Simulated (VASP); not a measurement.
VASP 6.6.1 run: YN

INCAR

```
ISMEAR = -1
NELM = 120
IBRION = -1
SIGMA = 0.02
NBANDS = 15
GGA = PE
NSW = 0
ISIF = 2
EDIFF = 1E-9
LCHARG = .FALSE.
LWAVE = .FALSE.
LASPH = .FALSE.
PREC = Accurate
ENCUT = 520
LREAL = .FALSE.
```

KPOINTS

```
KPOINTS created by Atomic Simulation Environment
0
Gamma
10 10 10
0 0 0
```

POSCAR

```
Y  N
 1.0000000000000000
     0.0000000000000000    2.4235676611999999    2.4235676611999999
     2.4235676611999999    0.0000000000000000    2.4235676611999999
     2.4235676611999999    2.4235676611999999    0.0000000000000000
 Y   N
   1   1
Cartesian
  0.0000000000000000  0.0000000000000000  0.0000000000000000
  2.4235676611999999  2.4235676611999999  2.4235676611999999
```

The recommended PBE PAW datasets give the neutral cell 16 valence electrons.

Command

```
mpirun -np 1 vasp_std
```

Problem. How does this run end, and what does it give?

Solution. It converged. Results: gap between bands v and c on the k mesh 0.14 eV; least direct gap on the k mesh 0.51 eV; pressure 6.0 GPa. Band v is the last that the valence electrons fill when counted band by band, and c is the next.

OSZICAR

```
N       E                     dE             d eps       ncg     rms          rms(c)
DAV:   1     0.505027849856E+02    0.50503E+02   -0.84173E+03  1410   0.108E+03
DAV:   2    -0.189939384211E+02   -0.69497E+02   -0.64235E+02  1973   0.230E+02
DAV:   3    -0.218447366407E+02   -0.28508E+01   -0.28368E+01  1747   0.397E+01
DAV:   4    -0.218967235989E+02   -0.51987E-01   -0.51980E-01  1699   0.515E+00
DAV:   5    -0.218974827123E+02   -0.75911E-03   -0.75910E-03  1739   0.544E-01    0.326E+01
DAV:   6    -0.184527463641E+02    0.34447E+01   -0.86996E+00  1550   0.249E+01    0.345E+01
DAV:   7    -0.182347760128E+02    0.21797E+00   -0.53757E-01  1775   0.648E+00    0.247E+01
DAV:   8    -0.182324039624E+02    0.23721E-02   -0.23226E-01  2160   0.433E+00    0.990E+00
DAV:   9    -0.182093719381E+02    0.23032E-01   -0.35129E-02  1945   0.194E+00    0.172E+00
DAV:  10    -0.182098051619E+02   -0.43322E-03   -0.40313E-03  1550   0.563E-01    0.387E-01
DAV:  11    -0.182098181897E+02   -0.13028E-04   -0.21477E-04  1782   0.128E-01    0.270E-01
DAV:  12    -0.182098118979E+02    0.62918E-05   -0.13953E-05  1831   0.334E-02    0.792E-02
DAV:  13    -0.182098128606E+02   -0.96265E-06   -0.16933E-06  1494   0.128E-02    0.418E-03
DAV:  14    -0.182098129340E+02   -0.73407E-07   -0.15987E-07  1866   0.340E-03    0.124E-03
DAV:  15    -0.182098128803E+02    0.53642E-07   -0.13128E-08  1704   0.964E-04    0.393E-04
DAV:  16    -0.182098128743E+02    0.60393E-08   -0.59012E-10  1132   0.254E-04    0.174E-04
DAV:  17    -0.182098128683E+02    0.60220E-08   -0.39595E-10   943   0.200E-04    0.231E-04
DAV:  18    -0.182098128645E+02    0.37169E-08   -0.41624E-11   782   0.668E-05    0.276E-05
DAV:  19    -0.182098128654E+02   -0.86925E-09   -0.64213E-12   740   0.224E-05
   1 F= -.18209813E+02 E0= -.18209798E+02  d E =-.300478E-04
```

Standard output (part)

```
POSCAR found type information on POSCAR Y N
 POSCAR found :  2 types and       2 ions
 LDA part: xc-table for (Slater+PW92), standard interpolation
 POSCAR, INCAR and KPOINTS ok, starting setup
 WAVECAR not read
 entering main loop
```

For comparison, a separate PBE run of the intended cell, on usual settings and not on those above, gives a gap of 0.14 eV on its mesh and a pressure of 6.0 GPa.
